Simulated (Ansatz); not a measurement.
A 2-atom cell of KCl started from a crystallographic database, relaxed with r2SCAN: it is cubic, Pm-3m (No. 221); conventional cell a = 3.771 Å, 26.81 Å³ an atom. Around K lie 8 Cl at 3.27 Å; around Cl lie 8 K at 3.27 Å. One-shot G0W0@PBE in Ansatz on a 4×4×4 mesh (contour deformation, no spin-orbit coupling), from a PBE gap of 5.030 eV over the mesh points (the G0W0 gap is indirect on the mesh); the number N of bands summed and the screening cutoff rise together. Spin-unpolarised throughout; all numbers are computed.

```
  N  cutoff (eV)  1000/N  G0W0 gap (eV)
129          100   7.752          7.489
302          180   3.311          7.658
```

**Question.** Lay a straight line in 1000/N through these rows.

**Answer.** The slope is -0.0381 eV per unit of 1000/N and the intercept 7.784 eV.

**Question.** Predict the gap at N = 578 (260 eV).

**Answer.** 7.784 + (-0.0381) × 1.730 = 7.718 eV; the run gives 7.723 eV, +0.005 eV from the line.

**Question.** With that run's result added, what limit do the last two rows suggest?

**Answer.** Their slope is (7.723 − 7.658)/(1.730 − 3.311) = -0.0411, which meets 1/N = 0 at 7.79 eV, against 7.784 eV from the first line. The two lines nearly agree; the k mesh isn't extrapolated.
